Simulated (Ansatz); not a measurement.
## CaSe from a semilocal functional to hybrids

```
CELL_PARAMETERS angstrom
0.00000 2.95600 2.95600
2.95600 0.00000 2.95600
2.95600 2.95600 0.00000
ATOMIC_POSITIONS crystal
Ca 0.50000 0.50000 0.50000
Se 0.00000 0.00000 0.00000
```

All runs: Ansatz, plane waves and PAW, scalar-relativistic (no spin–orbit coupling), 4×4×4 k-mesh, Gaussian smearing of 0.05 eV, no spin polarisation. Semilocal reference PBE: gap 2.02 eV, pressure 1.3 GPa. The hybrids carry no U.

Q: Order these functionals by the gap that they give, smallest first.
A. HISS
B. PBE0-type hybrid with an exact-exchange fraction of 0.05
C. PBE0-type hybrid with an exact-exchange fraction taken as 1/ε∞
D. PBE0-type hybrid with an exact-exchange fraction of 0.15
E. r2SCAN50
F. HSE06-type hybrid with an exact-exchange fraction of 0.5
G. PBE0-type hybrid with an exact-exchange fraction of 0.35

A: B (2.34 eV), D (3.00 eV), C (3.17 eV), A (3.41 eV), F (3.96 eV), G (4.33 eV), E (5.44 eV).

Q: What are the full results?

A: 
```json
{"functional": "PBE0-type hybrid with an exact-exchange fraction of 0.05", "gap": "2.34 eV", "pressure (GPa)": "1.2", "cutoff (eV)": "420", "core-seconds": "14"}
{"functional": "PBE0-type hybrid with an exact-exchange fraction of 0.15", "gap": "3.00 eV", "pressure (GPa)": "1.0", "cutoff (eV)": "420", "core-seconds": "14"}
{"functional": "PBE0-type hybrid with an exact-exchange fraction taken as 1/ε∞", "gap": "3.17 eV", "pressure (GPa)": "1.0", "cutoff (eV)": "420", "core-seconds": "27"}
{"functional": "HISS", "gap": "3.41 eV", "pressure (GPa)": "0.8", "cutoff (eV)": "420", "core-seconds": "18"}
{"functional": "HSE06-type hybrid with an exact-exchange fraction of 0.5", "gap": "3.96 eV", "pressure (GPa)": "0.5", "cutoff (eV)": "420", "core-seconds": "17"}
{"functional": "PBE0-type hybrid with an exact-exchange fraction of 0.35", "gap": "4.33 eV", "pressure (GPa)": "0.7", "cutoff (eV)": "420", "core-seconds": "16"}
{"functional": "r2SCAN50", "gap": "5.44 eV", "pressure (GPa)": "0.5", "cutoff (eV)": "500", "core-seconds": "23"}
```

In the PBE0 form the gap grows almost linearly with the exact-exchange fraction, by 0.66 eV for each tenth. The dielectric-dependent PBE0 form takes the fraction 0.176 = 1/ε∞, that is ε∞ = 5.7. On shared hosts the hybrid runs at the reference's cutoff took roughly 15 to 29 times the core time of the semilocal one on the same mesh, with some more bands.

Caveats: core times come from shared hosts and scatter; gaps are read on a coarse mesh; stress loosely converged.
